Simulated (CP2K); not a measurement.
The system is MoS2.

```
Mo S
1.0
     3.16900    0.00000    0.00000
    -1.58450    2.74443    0.00000
     0.00000    0.00000   12.32400
Mo S
2 4
Direct
  0.66667 0.33333 0.75000
  0.33333 0.66667 0.25000
  0.66667 0.33333 0.37700
  0.33333 0.66667 0.87700
  0.66667 0.33333 0.12300
  0.33333 0.66667 0.62300
```

Program: CP2K 2026.2. Alike in all runs: task band structure; no spin polarisation; cell as given; k mesh 10 × 10 × 3.

Order these runs on this cell by their pressure, lowest first.
A. level PBE; potentials or basis POTENTIAL_UZH Mo GTH-PBE-q14, S GTH-PBE-q6; TZVP-MOLOPT-PBE-GTH basis; smearing fermi-dirac 0.1 eV; EPS_DEFAULT 1.0E-9; NGRIDS 4; points a segment of the path (NPOINTS) 6; bands added on the path 4
B. level PBEsol; potentials or basis POTENTIAL_UZH Mo GTH-PBE-q14, S GTH-PBE-q6; TZVP-MOLOPT-PBE-GTH basis; smearing fermi-dirac 0.05 eV; EPS_DEFAULT 1.0E-9; NGRIDS 5; points a segment of the path (NPOINTS) 6; bands added on the path 2
C. level LDA; potentials or basis GTH_POTENTIALS Mo GTH-PADE-q14, S GTH-PADE-q6; TZVP-MOLOPT-PBE-GTH basis; smearing fermi-dirac 0.0259 eV; EPS_DEFAULT 1.0E-10; NGRIDS 5; points a segment of the path (NPOINTS) 8; bands added on the path 6

C (-4.5 GPa), B (-0.8 GPa), A (3.4 GPa).

Caveats: the basis of atomic orbitals isn't converged, which shifts pressures, moduli and gaps; this functional lacks dispersion, which binds the layers, so the pressure and a relaxed spacing across them are unreliable (some runs); the potentials were made for another functional, which shifts forces and pressure (some runs).
